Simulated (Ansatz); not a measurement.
Te2Mo, a slab with vacuum:

```
CELL_PARAMETERS angstrom
3.56023 0.00000 0.00000
-1.78012 3.08325 0.00000
0.00000 0.00000 17.52406
ATOMIC_POSITIONS crystal
Te 0.33333 0.66667 0.10214
Te 0.33333 0.66667 0.89786
Mo 0.00000 0.00000 0.00000
```

| Quantity | Value |
| --- | --- |
| Program | Ansatz 0.2.0 |
| Task | single point |
| Functional | PBE |
| Potentials or basis | Ansatz PAW |
| Cutoff | 420 eV (not typed: the program's choice for these potentials) |
| k mesh | 9 × 9 × 2 |
| Occupations | fermi-dirac, width 0.05 eV |
| Spin | no spin polarisation |

On this cell: largest force 0.217 eV/Å; band gap on the k mesh 1.05 eV, direct.

The same run follows on a disturbed copy (atoms moved at random, drawn with an rms of 0.05 Å):

```
Te Mo
1.0
     3.56023    0.00000    0.00000
    -1.78012    3.08325    0.00000
     0.00000    0.00000   17.52406
Te Mo
2 1
Direct
  0.33087 0.67073 0.09950
  0.34288 0.66316 0.89798
  0.97294 0.98060 0.00114
```

What does the disturbed cell give?

The energy moves by +37.6 meV/atom; largest force 1.709 eV/Å; band gap on the k mesh 1.02 eV, direct.

Forces on the atoms (eV/Å):
```
Te  -0.405 -0.552  1.141
Te  -0.694 -0.372 -0.213
Mo   1.099  0.923 -0.928
```

Stress tensor (GPa, compression positive):
```
 1.07  0.44  0.46
 0.44  0.24 -0.23
 0.46 -0.23  1.96
```

Caveats: odd divisions of the mesh miss points on the zone boundary, where band edges often lie, so the gap on the mesh can be too wide; spin-orbit coupling is left out, which moves the levels of the heavy elements.

A k mesh can miss the band edges.
